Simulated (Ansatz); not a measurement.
# MoH5: from a guess to a relaxed structure, part 2 of 2

Where does this trial cell of MoH5 go when cell and atoms are let free?

Ansatz 0.2.0; DFT PBE, scalar-relativistic, plane waves, PAW.

## 4. Full relaxation

The end of the coarse run is made exact in the group found at a tolerance of 0.06 Å and reduced to its primitive cell.

Input file input.yaml:

```yaml
crystal:
  lattice:
    - [0.0, 2.4358550753, 2.4358550753]
    - [2.4358550753, 0.0, 2.4358550753]
    - [2.4358550753, 2.4358550753, 0.0]
  atoms:
    - { symbol: H, position: [0.75, 0.75, 0.75] }
    - { symbol: H, position: [0.8803820945, 0.3732059685, 0.3732059685] }
    - { symbol: H, position: [0.3732059685, 0.3732059685, 0.3732059685] }
    - { symbol: H, position: [0.3732059685, 0.8803820945, 0.3732059685] }
    - { symbol: H, position: [0.3732059685, 0.3732059685, 0.8803820945] }
    - { symbol: Mo, position: [0.0, 0.0, 0.0] }
basis:
  ecutwfc: 420
kpoints:
  mp_grid: { grid: [14, 14, 14] }
hamiltonian:
  xc: pbe
scf:
  occupations: { method: gaussian, width: 0.1 }
output:
  forces: true
  stress: true
  eigenvalues: true
  write_density: true
  write_potential: true
  elf: true
  volumetric_format: npy
relax:
  adjacent_minimum: "off"
  f_tol: 0.01
  max_steps: 80
  cell: { stress_tol: 0.05 }
```

Started as:

```console
> ansatz run input.yaml --threads 1 --pin off --max-ram 2048MiB --backend cpu --events-out ev --progress --plain --runs-dir out
```

The log of the run:

```text
Warning: RAYON_NUM_THREADS=1 ignored (pool sized by the plan → 1); use --threads N
Engine: ansatz 0.2.0, x86_64-unknown-linux-gnu
Pseudopotentials: kind: paw
Pseudopotential: H, paw, valence charge 1, recommended cutoff 420 eV (normal), H.paw.azcp
Pseudopotential: Mo, paw, valence charge 14, recommended cutoff 420 eV (normal), Mo.paw.azcp
Functional definition: PBE
  parameter kappa = 0.804
  parameter beta = 0.06672455060314922
  exchange = pbe_x(kappa = kappa, mu = beta*pi^2/3)
  correlation = pbe_c(beta = beta)
Crystal: 6 atoms, lattice volume = 28.906 Å³
Basis set: ecut = 420 eV, 537 PW (Γ), exchange–correlation on 48×48×48 points (8 copies of the dense FFT grid, shifted against one another)
Bands: 16, of which v1, the nominal top of the filled ones, is band 10 counted from 1 (9 counted from 0)
Symmetry: 24 space group operations
Space group: F-43m (ITA 216), of the structure as read, at distance tolerance 3.1e-5 Å
k-points: 104 of 2744 (time reversal used)
Non-local potential: H, projectors of the file, l = 0: 2, l = 1: 1
Non-local potential: Mo, projectors of the file, l = 0: 3, l = 1: 2, l = 2: 2, l = 3: 1
PAW form: soft (Blöchl's): semilocal exchange-correlation on the pseudo side does not see the compensation charge
PAW one-centre angular grid: H, 110 points (default); XC on 64 Gauss nodes
PAW one-centre angular grid: Mo, 590 points (default); XC on 64 Gauss nodes
Initial density: superposition of atomic densities (neutral atoms: chi_scale 0, normalization atom), corrected by the library's trained network
Initial wavefunctions: pseudopotential atomic-orbital guess
Functional: x = pbe(κ = 0.804, μ = 0.2195149727645171), c = pbe(β = 0.06672455060314922)
SCF iter   1: F=—  HF=-5031.642386 eV  |F-HF|=—  |Δ(HF+E_count)|=         —  Δρ=3.44e-2  dr2=4.86e-1  ethr=1.77e-3  ⟨swp⟩=5.0  Hψ=8710  notcnv=0  defer=8
preconditioner: auto → none  [metal: Δε(μ)=0.009 eV  Ē_g=10.489 eV  σ=0.100 eV  W_gap=0.05  n_scr=8 (ndim 8)  ℏωp=22.9 eV  f_vac=0.000  D(μ)=1.83/eV (n_scr^D=14)  sad-step TF]
SCF iter   2: F=—  HF=-5031.602036 eV  |F-HF|=—  |Δ(HF+E_count)|=   4.03e-2  Δρ=2.52e-2  dr2=2.60e-1  ethr=1.77e-3  ⟨swp⟩=1.0  Hψ=2496  notcnv=0  defer=11
SCF iter   3: F=—  HF=-5031.557223 eV  |F-HF|=—  |Δ(HF+E_count)|=   4.48e-2  Δρ=6.27e-3  dr2=1.56e-2  ethr=1.37e-3  ⟨swp⟩=2.0  Hψ=1908  notcnv=0  defer=11
SCF iter   4: F=—  HF=-5031.554220 eV  |F-HF|=—  |Δ(HF+E_count)|=   3.00e-3  Δρ=6.29e-4  dr2=6.64e-5  ethr=8.21e-5  ⟨swp⟩=1.1  Hψ=1552  notcnv=0  defer=13
SCF iter   5: F=—  HF=-5031.554258 eV  |F-HF|=—  |Δ(HF+E_count)|=   3.78e-5  Δρ=5.15e-5  dr2=1.04e-6  ethr=3.49e-7  ⟨swp⟩=2.4  Hψ=2067  notcnv=0  defer=24
SCF iter   6: F=-5031.554257 eV  HF=-5031.554258 eV  |F-HF|=1.02e-8  |Δ(HF+E_count)|=   2.27e-7  Δρ=1.00e-5  dr2=2.07e-8  ethr=5.26e-10  ⟨swp⟩=11.6  Hψ=10799  notcnv=0
SCF 1 converged in 6 iterations: F = -5031.554257 eV  dr2 = 2.07e-8
relax step   1: F+E_penalty+E_count = -5031.55425749 eV  Δ(F+E_penalty+E_count) = +0.000e0 eV  max|allowed force component| = 1.486e-2 eV/Å  Δτ_max = 0.0000 Å  P = +0.650 GPa  Ω = 28.906 Å³  (6 SCF iters, dr2 threshold 1.00e-7 eV, accepted)
Crystal: 6 atoms, lattice volume = 29.350 Å³
Initial density: handed on by an earlier stage of this run
Initial wavefunctions: those handed on with the density
iter 1 solved again at ethr=1.14e-4 eV; its pass at ethr=3.10e-3 eV (dr2=2.17e-2 eV) is discarded
SCF iter   1: F=—  HF=-5031.537402 eV  |F-HF|=—  |Δ(HF+E_count)|=         —  Δρ=7.70e-3  dr2=2.14e-2  ethr=1.14e-4  ⟨swp⟩=1.0  Hψ=9635  notcnv=0
preconditioner: auto → none  [metal: Δε(μ)=0.029 eV  Ē_g=10.309 eV  σ=0.100 eV  W_gap=0.16  n_scr=8 (ndim 8)  ℏωp=22.7 eV  f_vac=0.000  D(μ)=2.76/eV (n_scr^D=26)]
SCF iter   2: F=—  HF=-5031.533547 eV  |F-HF|=—  |Δ(HF+E_count)|=   3.85e-3  Δρ=3.49e-3  dr2=3.81e-3  ethr=1.12e-4  ⟨swp⟩=1.0  Hψ=1664  notcnv=0
SCF iter   3: F=—  HF=-5031.532958 eV  |F-HF|=—  |Δ(HF+E_count)|=   5.89e-4  Δρ=7.25e-4  dr2=1.53e-4  ethr=2.00e-5  ⟨swp⟩=1.0  Hψ=1664  notcnv=0
SCF iter   4: F=—  HF=-5031.532946 eV  |F-HF|=—  |Δ(HF+E_count)|=   1.19e-5  Δρ=5.66e-5  dr2=3.72e-7  ethr=8.05e-7  ⟨swp⟩=1.0  Hψ=1670  notcnv=0
iter 5 did not close the SCF: its close was put off for the readings that it lacked (scf_convergence_deferred on its scf_iter line)
SCF iter   5: F=-5031.532947 eV  HF=-5031.532947 eV  |F-HF|=7.95e-9  |Δ(HF+E_count)|=   3.96e-7  Δρ=1.66e-5  dr2=4.86e-8  ethr=1.96e-9  ⟨swp⟩=2.9  Hψ=2790  notcnv=0
SCF iter   6: F=-5031.532947 eV  HF=-5031.532947 eV  |F-HF|=2.16e-10  |Δ(HF+E_count)|=   1.65e-8  Δρ=3.02e-6  dr2=1.40e-9  ethr=2.56e-10  ⟨swp⟩=4.5  Hψ=7498  notcnv=0
SCF 2 converged in 6 iterations: F = -5031.532947 eV  dr2 = 1.40e-9
relax step   2: F+E_penalty+E_count = -5031.53294668 eV  Δ(F+E_penalty+E_count) = +2.131e-2 eV  max|allowed force component| = 1.403e-1 eV/Å  Δτ_max = 0.0453 Å  P = -0.900 GPa  Ω = 29.350 Å³  energy of the carried Pulay correction = -1.016e-3 eV  (6 SCF iters, dr2 threshold 6.00e-7 eV, rejected (line search))
Crystal: 6 atoms, lattice volume = 29.029 Å³
iter 1 solved again at ethr=7.77e-5 eV; its pass at ethr=3.10e-3 eV (dr2=1.48e-2 eV) is discarded
SCF iter   1: F=—  HF=-5031.557690 eV  |F-HF|=—  |Δ(HF+E_count)|=         —  Δρ=6.55e-3  dr2=1.50e-2  ethr=7.77e-5  ⟨swp⟩=1.0  Hψ=8802  notcnv=0
preconditioner: auto → none  [metal: Δε(μ)=0.039 eV  Ē_g=10.376 eV  σ=0.100 eV  W_gap=0.22  n_scr=8 (ndim 8)  ℏωp=22.9 eV  f_vac=0.000  D(μ)=2.42/eV (n_scr^D=26)]
SCF iter   2: F=—  HF=-5031.554906 eV  |F-HF|=—  |Δ(HF+E_count)|=   2.78e-3  Δρ=2.99e-3  dr2=2.72e-3  ethr=7.77e-5  ⟨swp⟩=1.0  Hψ=1664  notcnv=0
SCF iter   3: F=—  HF=-5031.554469 eV  |F-HF|=—  |Δ(HF+E_count)|=   4.38e-4  Δρ=6.03e-4  dr2=9.81e-5  ethr=1.43e-5  ⟨swp⟩=1.0  Hψ=1664  notcnv=0
SCF iter   4: F=—  HF=-5031.554461 eV  |F-HF|=—  |Δ(HF+E_count)|=   7.73e-6  Δρ=4.23e-5  dr2=1.21e-7  ethr=5.16e-7  ⟨swp⟩=1.0  Hψ=1664  notcnv=0
SCF iter   5: F=—  HF=-5031.554461 eV  |F-HF|=—  |Δ(HF+E_count)|=   9.88e-9  Δρ=9.10e-6  dr2=1.21e-8  ethr=6.37e-10  ⟨swp⟩=2.1  Hψ=2286  notcnv=0
SCF iter   6: F=—  HF=-5031.554461 eV  |F-HF|=—  |Δ(HF+E_count)|=   5.57e-9  Δρ=1.52e-6  dr2=6.90e-10  ethr=6.38e-11  ⟨swp⟩=2.7  Hψ=2588  notcnv=0
SCF iter   7: F=-5031.554461 eV  HF=-5031.554461 eV  |F-HF|=5.46e-12  |Δ(HF+E_count)|=  1.86e-10  Δρ=2.25e-7  dr2=9.14e-12  ethr=1.00e-12  ⟨swp⟩=5.2  Hψ=6107  notcnv=0
SCF 3 converged in 7 iterations: F = -5031.554461 eV  dr2 = 9.14e-12
relax step   3: F+E_penalty+E_count = -5031.55446112 eV  Δ(F+E_penalty+E_count) = -2.036e-4 eV  max|allowed force component| = 3.341e-4 eV/Å  Δτ_max = 0.0049 Å  P = -0.016 GPa  Ω = 29.029 Å³  energy of the carried Pulay correction = -2.841e-4 eV  (7 SCF iters, accepted)
Initial wavefunctions: pseudopotential atomic-orbital guess (no wavefunctions were taken with the density)
iter 1 solved again at ethr=2.06e-8 eV; its pass at ethr=3.10e-3 eV (dr2=3.91e-6 eV) is discarded
SCF iter   1: F=—  HF=-5031.554740 eV  |F-HF|=—  |Δ(HF+E_count)|=         —  Δρ=1.91e-5  dr2=1.46e-8  ethr=2.06e-8  ⟨swp⟩=3.0  Hψ=12697  notcnv=0
preconditioner: auto → none  [metal: Δε(μ)=0.034 eV  Ē_g=10.368 eV  σ=0.100 eV  W_gap=0.19  n_scr=8 (ndim 8)  ℏωp=22.9 eV  f_vac=0.000  D(μ)=2.53/eV (n_scr^D=26)]
SCF iter   2: F=—  HF=-5031.554741 eV  |F-HF|=—  |Δ(HF+E_count)|=   1.93e-7  Δρ=9.80e-6  dr2=4.57e-9  ethr=7.70e-11  ⟨swp⟩=2.4  Hψ=2455  notcnv=0
iter 3 did not close the SCF: its close was put off for the readings that it lacked (scf_convergence_deferred on its scf_iter line)
SCF iter   3: F=-5031.554741 eV  HF=-5031.554741 eV  |F-HF|=3.55e-11  |Δ(HF+E_count)|=   1.20e-8  Δρ=3.83e-7  dr2=4.54e-11  ethr=2.40e-11  ⟨swp⟩=2.0  Hψ=2208  notcnv=0
iter 4 did not close the SCF: its close was put off for the readings that it lacked (scf_convergence_deferred on its scf_iter line)
SCF iter   4: F=-5031.554741 eV  HF=-5031.554741 eV  |F-HF|=1.82e-12  |Δ(HF+E_count)|=  7.28e-12  Δρ=9.73e-8  dr2=2.00e-12  ethr=1.00e-12  ⟨swp⟩=1.0  Hψ=1664  notcnv=0
iter 5 did not close the SCF: its close was put off for the readings that it lacked (scf_convergence_deferred on its scf_iter line)
SCF iter   5: F=-5031.554741 eV  HF=-5031.554741 eV  |F-HF|=9.09e-13  |Δ(HF+E_count)|=  9.09e-13  Δρ=3.54e-8  dr2=4.22e-13  ethr=1.00e-12  ⟨swp⟩=1.0  Hψ=1664  notcnv=0
iter 6 did not close the SCF: its close was put off for the readings that it lacked (scf_convergence_deferred on its scf_iter line)
SCF iter   6: F=-5031.554741 eV  HF=-5031.554741 eV  |F-HF|=9.09e-13  |Δ(HF+E_count)|=  9.09e-13  Δρ=3.32e-9  dr2=1.68e-15  ethr=1.00e-12  ⟨swp⟩=1.0  Hψ=1664  notcnv=0
SCF iter   7: F=-5031.554741 eV  HF=-5031.554741 eV  |F-HF|=1.82e-12  |Δ(HF+E_count)|=    0.00e0  Δρ=1.16e-9  dr2=4.40e-16  ethr=1.00e-12  ⟨swp⟩=2.0  Hψ=4409  notcnv=0
SCF 4 converged in 7 iterations: F = -5031.554741 eV  dr2 = 4.40e-16
relax step   4: F+E_penalty+E_count = -5031.55474070 eV  Δ(F+E_penalty+E_count) = -2.796e-4 eV  max|allowed force component| = 3.066e-4 eV/Å  Δτ_max = 0.0000 Å  P = -0.010 GPa  Ω = 29.029 Å³  stress off target by 1.04e-2 GPa  SCF on the basis re-selected at this cell (its energy is not comparable with the rows above)  (7 SCF iters)
basis re-selected at this cell: Δ(F+E_penalty+E_count) = -2.796e-4 eV, ΔP = +0.005 GPa vs the last step (what re-selecting the basis moved, of the pressure what is left beyond the Pulay correction that the steps carried, after the strain that the cell walked since its last selection, with what the two solves' SCF thresholds leave and, on support functions, any second-order correction that the steps lacked; it is no measure of the basis error at this ecutwfc). This SCF's stress stands 1.04e-2 GPa from its target on what of the cell is left free (relax.cell.stress_tol is 5.00e-2 GPa) and its largest allowed force component is 3.07e-4 eV/Å (relax.f_tol is 1.00e-2 eV/Å): within both
SCF converged after 7 iterations
Free energy (F): -5031.554741 eV
Harris-Foulkes:  -5031.554741 eV  (|F-HF|=1.82e-12)
Internal energy: -5031.542089 eV  (E = F + TS)
E sigma→0 (E₀):  -5031.548415 eV
Entropy (-TS):   -0.012651 eV (-2.109 meV/atom)
Fermi energy:    13.723285 eV
--- Per-component energies (eV) ---
  E_band       = -135.436455
  E_kinetic    = 510.512421
  E_local      = -1057.022097  (includes V_loc(G=0)·N_el)
  E_nonlocal   = 149.704593
  E_hartree    = 348.197780
  E_xc         = -229.206683
  E_vxc        = -288.516475  (∫ρ·V_xc dr)
  E_paw        = -3203.407873  (= ΣΔE_a)
  E_vpaw       = -146.504980  (= ΣTr[D̂ρ^β])
  E_aug_tail   = -0.005476  (compensation charges beyond the density's cutoff)
  E_ewald      = -1550.314754
  E_smearing   = -0.012651  (= −TS)
  E_closure    = 0.000000  (closes the sum)
  Σ components = -5031.554741   (vs F -5031.554741, Δ=0.00e0)
--- Forces (eV/Å), atoms counted from 1 ---
  atom   1  H      0.00000000     0.00000000     0.00000000
  atom   2  H      0.00030664    -0.00030664    -0.00030664
  atom   3  H      0.00030664     0.00030664     0.00030664
  atom   4  H     -0.00030664     0.00030664    -0.00030664
  atom   5  H     -0.00030664    -0.00030664     0.00030664
  atom   6  Mo     0.00000000    -0.00000000    -0.00000000
  max |Σ_I F_I| component: 9.26e-17 eV/Å
--- Stress (GPa, compression-positive) ---
       -0.010370      -0.000000      -0.000000
       -0.000000      -0.010370       0.000000
       -0.000000       0.000000      -0.010370
  P = ⅓ Tr σ = -0.0104 GPa (-0.104 kbar)
--- Band table (eV; the first three rows and the last of 104) ---
  k-point 0: bands = ["-48.0262", "-22.0332", "-22.0332", "-22.0332", "0.0801", "10.0801", "10.0801", "10.0801", "12.6252", "12.6809", "12.6809", "16.8323", "16.8323", "16.8323", "23.3604", "27.8671"]
  k-point 1: bands = ["-48.0251", "-22.0459", "-22.0347", "-22.0347", "0.1911", "9.6679", "10.1016", "10.1016", "12.5621", "12.5621", "12.9506", "16.7376", "17.0941", "17.0941", "23.7151", "27.1268"]
  k-point 2: bands = ["-48.0221", "-22.0813", "-22.0390", "-22.0390", "0.5168", "8.8366", "10.1218", "10.1218", "12.3663", "12.3663", "13.3862", "16.7030", "17.7315", "17.7315", "24.1005", "26.3877"]
  k-point 103: bands = ["-47.9977", "-22.2110", "-22.1764", "-22.1225", "5.1388", "5.3555", "6.7721", "9.8046", "12.9962", "14.1568", "15.0509", "15.4360", "17.0597", "18.7709", "23.8001", "25.5092"]
--- Relaxed structure (3 steps of the walk, 2 accepted, 1 SCFs on fresh bases) ---
  F+E_penalty+E_count = -5031.55474070 eV   max|allowed force component| = 3.066e-4 eV/Å   (the final SCF, on the basis selected at the relaxed cell)
  cell:  # Å, volume = 29.0292 Å³
    - [2.8024546180925743e-34, 2.439316842250112, 2.439316842250112]
    - [2.439316842250112, 8.916901057567282e-34, 2.439316842250112]
    - [2.439316842250112, 2.439316842250112, 1.0190744065791178e-33]
  atoms:
    - { symbol: H, position: [0.75, 0.75, 0.75] }
    - { symbol: H, position: [0.8821135549338711, 0.37262881502204304, 0.3726288150220429] }
    - { symbol: H, position: [0.37262881502204304, 0.37262881502204304, 0.37262881502204304] }
    - { symbol: H, position: [0.37262881502204304, 0.8821135549338711, 0.3726288150220429] }
    - { symbol: H, position: [0.37262881502204304, 0.37262881502204304, 0.8821135549338711] }
    - { symbol: Mo, position: [-2.9673417587647326e-20, -1.4836708793823647e-19, 8.902025276294193e-20] }
```

Wall time 13 s (1 thread of Intel Xeon Platinum 8488C (Sapphire Rapids), shared host); peak memory 0.4 GiB.

Step by step:

| step | energy from step 1 (eV/cell) | largest force component (eV/Å) | pressure (GPa) | volume (Å³) |
| --- | --- | --- | --- | --- |
| 1 | 0.0000 | 0.0149 | 0.65 | 28.91 |
| 2 | 0.0213 | 0.1403 | -0.90 | 29.35 |
| 3 | -0.0002 | 0.0003 | -0.02 | 29.03 |
| 4 | -0.0005 | 0.0003 | -0.01 | 29.03 |

Step 1 is the start. Step 4 repeats the geometry before it on a plane-wave basis chosen anew for that cell, so its energy need not be comparable with the rows above. Step 2 was tried and not accepted.

Lengths and angles in the start's conventional setting:

|  | before | after | change |
| --- | --- | --- | --- |
| a (Å) | 4.872 | 4.879 | +0.1 % |
| b (Å) | 4.872 | 4.879 | +0.1 % |
| c (Å) | 4.872 | 4.879 | +0.1 % |
| volume (Å³/atom) | 4.82 | 4.84 | +0.4 % |
| shortest distance (Å) | 1.698 | 1.692 | -0.3 % |
| space group (0.01 Å) | F-43m | F-43m | same |

The run keeps the 24 symmetry operations of the start, so it could not have lowered the symmetry.

Axes a, b and c in the maps are those of this run's conventional cell (a, b, c = 4.879, 4.879, 4.879 Å).

Density in a lattice plane of the grid's cell (edges 4.88 and 4.88 Å, at 0.127 of the third edge), which holds H.

Ten even steps from '0' (0.17 e/Å³) to '9' (3.69 e/Å³):
```
874210001110000000001247
442100012320000000000124
111000012321000000000011
000000001110000000000000
000000000000000000000000
001110000000000000000000
012321000011111000000000
002321000124442100000000
001110001247874210000000
000000001368986310000000
000000001247874210001110
000000000124442100012320
000000000011111000012321
000000000000000000001110
000000000000000000000000
000000000000001110000000
111000000000012321000011
442100000000002321000124
874210000000001110001247
986310000000000000001368
```
Columns run along the first of these edges and rows up along the second, over one cell in 24 and 20 even steps from the bottom left corner. Atoms in the plane (fractional): H at (0.37, 0.87), H at (0.87, 0.37), H at (0.13, 0.63), H at (0.63, 0.13).

ELF in the same plane.

Ten even steps from ' ' (0.15) to '@' (0.99):
```
**++==::....--**%%@@%%++..    ......      ::==**
====::..  ..==%%@@@@@@%%==                ..::==
....      ..==%%@@@@@@%%++..    ..::::..      ..
    ........--**%%@@%%**--..  ..::====--::      
..--==++==::..::==++==--..    ..--==++==--..    
--**%%@@%%**--........          ::--====::..  ..
++%%@@@@@@%%==..      ......      ..::::..    ..
==%%@@@@@@%%==..  ..::======::..                
..++%%@@%%**--....::==++****==::      ......    
  ..--====--..  ..--++******++--..  ..--====--..
..    ......      ::==****++==::....--**%%@@%%++
==                ..::======::..  ..==%%@@@@@@%%
++..    ..::::..      ......      ..==%%@@@@@@%%
--..  ..::====--::          ........--**%%@@%%**
..    ..--==++==--..    ..--==++==::..::==++==--
        ::--====::..  ..--**%%@@%%**--........  
....      ..::::..    ..++%%@@@@@@%%==..      ..
====::..                ==%%@@@@@@%%==..  ..::==
****==::      ......    ..++%%@@%%**--....::==++
****++--..  ..--====--..  ..--====--..  ..--++**
```
Columns run along the first of these edges and rows up along the second, over one cell in 24 and 20 even steps from the bottom left corner. Atoms in the plane (fractional): H at (0.37, 0.87), H at (0.87, 0.37), H at (0.13, 0.63), H at (0.63, 0.13).

Both are smooth fields of the valence electrons: close to the nuclei they are not physical.

Outside the cores ELF peaks at 1.00 at H.

## 5. Changed: scf.algorithm density_mixing, chi_scale 0.0, dr2_threshold 1.0e-09

Input file input.yaml:

```yaml
crystal:
  lattice:
    - [0.0, 2.4393168423, 2.4393168423]
    - [2.4393168423, 0.0, 2.4393168423]
    - [2.4393168423, 2.4393168423, 0.0]
  atoms:
    - { symbol: H, position: [0.75, 0.75, 0.75] }
    - { symbol: H, position: [0.8821135549, 0.372628815, 0.372628815] }
    - { symbol: H, position: [0.372628815, 0.372628815, 0.372628815] }
    - { symbol: H, position: [0.372628815, 0.8821135549, 0.372628815] }
    - { symbol: H, position: [0.372628815, 0.372628815, 0.8821135549] }
    - { symbol: Mo, position: [0.0, 0.0, 0.0] }
basis:
  ecutwfc: 420
kpoints:
  mp_grid: { grid: [14, 14, 14] }
hamiltonian:
  xc: pbe
scf:
  occupations: { method: gaussian, width: 0.1 }
  algorithm: density_mixing
  initial_density: { chi_scale: 0.0 }
  convergence: { dr2_threshold: 1.0e-09 }
output:
  forces: true
  eigenvalues: true
  stress: true
```

Started as:

```console
> ansatz run input.yaml --threads 1 --pin off --max-ram 2048MiB --backend cpu --events-out ev --progress --plain --runs-dir out
```

The log of the run (excerpt; [...] marks lines left out):

```text
Warning: output.stress: scf.convergence.dr2_threshold = 1e-9 eV is looser than the 6e-10 eV advised for a printed stress (1e-10 eV for each atom of the cell: 6). What an SCF threshold leaves in a stress goes as its square root, and in the free energy as the threshold itself, and one [...]
Warning: RAYON_NUM_THREADS=1 ignored (pool sized by the plan → 1); use --threads N
[...]
Pseudopotentials: kind: paw
Pseudopotential: H, paw, valence charge 1, recommended cutoff 420 eV (normal), H.paw.azcp
Pseudopotential: Mo, paw, valence charge 14, recommended cutoff 420 eV (normal), Mo.paw.azcp
Functional definition: PBE
[...]
Crystal: 6 atoms, lattice volume = 29.029 Å³
Basis set: ecut = 420 eV, 537 PW (Γ), exchange–correlation on 48×48×48 points (8 copies of the dense FFT grid, shifted against one another)
Bands: 16, of which v1, the nominal top of the filled ones, is band 10 counted from 1 (9 counted from 0)
Symmetry: 24 space group operations
Space group: F-43m (ITA 216), of the structure as read, at distance tolerance 3.1e-5 Å
[...]
SCF iter   9: F=-5031.554741 eV  HF=-5031.554741 eV  |F-HF|=3.64e-12  |Δ(HF+E_count)|=  1.00e-11  Δρ=1.88e-7  dr2=7.10e-12  ethr=1.73e-12  ⟨swp⟩=2.0  Hψ=4923  notcnv=0
[...]
SCF converged after 9 iterations
Free energy (F): -5031.554741 eV
[...]
E sigma→0 (E₀):  -5031.548415 eV
Entropy (-TS):   -0.012651 eV (-2.109 meV/atom)
Fermi energy:    13.723284 eV
[...]
--- Forces (eV/Å), atoms counted from 1 ---
  atom   1  H     -0.00000000     0.00000000    -0.00000000
  atom   2  H      0.00030668    -0.00030668    -0.00030668
  atom   3  H      0.00030668     0.00030668     0.00030668
  atom   4  H     -0.00030668     0.00030668    -0.00030668
  atom   5  H     -0.00030668    -0.00030668     0.00030668
  atom   6  Mo     0.00000000    -0.00000000     0.00000000
[...]
--- Stress (GPa, compression-positive) ---
       -0.010374      -0.000000      -0.000000
       -0.000000      -0.010374       0.000000
       -0.000000       0.000000      -0.010374
  P = ⅓ Tr σ = -0.0104 GPa (-0.104 kbar)
--- Band table (eV; the first three rows and the last of 104) ---
  k-point 0: bands = ["-48.0262", "-22.0332", "-22.0332", "-22.0332", "0.0801", "10.0801", "10.0801", "10.0801", "12.6252", "12.6809", "12.6809", "16.8323", "16.8323", "16.8323", "23.3604", "27.8671"]
[...]
```

It took 3.5 s on 1 thread of Intel Xeon Platinum 8488C (Sapphire Rapids), shared host; peak memory 0.35 GiB.

| run | ending | energy change | pressure (GPa) | gap (eV) | force (eV/Å) | cycles | time |
| --- | --- | --- | --- | --- | --- | --- | --- |
| step 4 | converged | 0 | 0.0 | 0.00 | 0.00 | - | 13 s |
| variant | converged | 0.0 meV/atom | 0.0 | 0.00 | 0.00 | 9 | 3.5 s |

Same state: the changed solver, start and convergence setting leaves the energy within 0.5 meV/atom.

## 6. Summary of results

The summary covers parts 1 to 2. Changes of volume or cell count from the first structure of part 1.

| quantity | value |
| --- | --- |
| symmetry at the end (tolerance 0.05 Å) | space group F-43m (No. 216) |
| conventional cell | a = 4.879 Å, b = 4.879 Å, c = 4.879 Å, α = 90.00°, β = 90.00°, γ = 90.00° |
| volume | 4.84 Å³/atom |
| energy over the elements (uncorrected; H, N, O, F and Cl as molecules) | +0.64 eV/atom |
| gap on the mesh | none (metal) |

The space group F-43m (No. 216) is kept, and the volume per atom shrinks by 49.5 % from the first guess. With a positive formation energy it can't be a ground state. No finished test with a distortion of lower symmetry is shown, so the end may be a saddle point.
